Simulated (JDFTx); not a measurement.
PbF2 (Fluorocronite):

```
Pb F
1.0
     0.00000    2.96366    2.96366
     2.96366    0.00000    2.96366
     2.96366    2.96366    0.00000
Pb F
1 2
Direct
  0.00000 0.00000 0.00000
  0.75000 0.75000 0.75000
  0.25000 0.25000 0.25000
```

- Program: JDFTx 1.7.0 (patched build)
- Task: single point
- Functional: PBEsol
- Potentials or basis: PseudoDojo-SR-PBEsol-0.4.1-standard with smoothed tails
- Cutoff: 1143 eV
- Density cutoff: 9143 eV
- k mesh: 8 × 8 × 8
- Occupations: fermi-dirac, width 0.05 eV
- Spin: no spin polarisation

On this cell: pressure -1.0 GPa; largest force zero by symmetry; band gap on the k mesh 4.32 eV, indirect (least direct gap 4.47 eV).

The same run follows on a disturbed copy (atoms moved at random, drawn with an rms of 0.05 Å):

```
Pb F
1.0
     0.00000    2.96366    2.96366
     2.96366    0.00000    2.96366
     2.96366    2.96366    0.00000
Pb F
1 2
Direct
  0.98240 0.99974 0.00207
  0.75164 0.74372 0.76022
  0.26519 0.24966 0.24220
```

Task: What does the disturbed cell give?

Result: The energy moves by +4.3 meV/atom; pressure -0.7 GPa; largest force 0.212 eV/Å; band gap on the k mesh 4.28 eV, indirect (least direct gap 4.47 eV).

Forces on the atoms (eV/Å):
```
Pb  -0.031  0.121  0.110
F   -0.077 -0.078  0.068
F    0.107 -0.043 -0.178
```

Stress tensor (GPa, compression positive):
```
-0.76 -0.48  0.05
-0.48 -0.72  0.42
 0.05  0.42 -0.71
```

Caveats: spin-orbit coupling is left out, which as a rule narrows the gap of such compounds by several tenths of an eV.

A k mesh can miss the band edges.
